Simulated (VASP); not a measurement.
Input of a VASP 6.6.1 run:

INCAR

```
PREC = Accurate
ENCUT = 520
EDIFF = 1E-6
ISMEAR = 0
SIGMA = 0.1
LREAL = F
LASPH = T
NELM = 100
ALGO = Fast
ISIF = 2
LWAVE = F
LCHARG = F
LDIPOL = T
IDIPOL = 3
DIPOL = 0.5 0.5 0.321
GGA = PE
NBANDS = 20
```

Contents of KPOINTS:

```
regular mesh
0
Gamma
  4 5 1
```

The input POSCAR:

```
Mg4H
1.0
    6.4201385733      0.0000000000      0.0000000000
    0.0000000000      5.1379129567      0.0000000000
    0.0000000000      0.0000000000     21.6644777330
Mg H
8 2
Direct
    0.0000000000      0.7500000000      0.1846340378
    0.5000000000      0.7500000000      0.1846340378
    0.2500000000      0.2500000000      0.2274076137
    0.7500000000      0.2500000000      0.2274076137
    0.2500000000      0.7500000000      0.3173234500
    0.7500000000      0.7500000000      0.3173234500
    0.0000000000      0.2500000000      0.3537808678
    0.5000000000      0.2500000000      0.3537808678
    0.6915900458      0.0833333333      0.5199515018
    0.8084099542      0.0833333333      0.5199515018
```

Potentials or basis: VASP PAW PBE potentials, release 64 (Mg, H).

The run is started by

```bash
$ cat potpaw_PBE.64/Mg/POTCAR potpaw_PBE.64/H/POTCAR > POTCAR
$ mpirun -np 1 vasp_std > vasp.out
```

(1) What does it give for the largest force?

(2) Predict the band gap on the k mesh.

Answers

(1) 0.190 eV/Å.

(2) none (metal or under the smearing width).
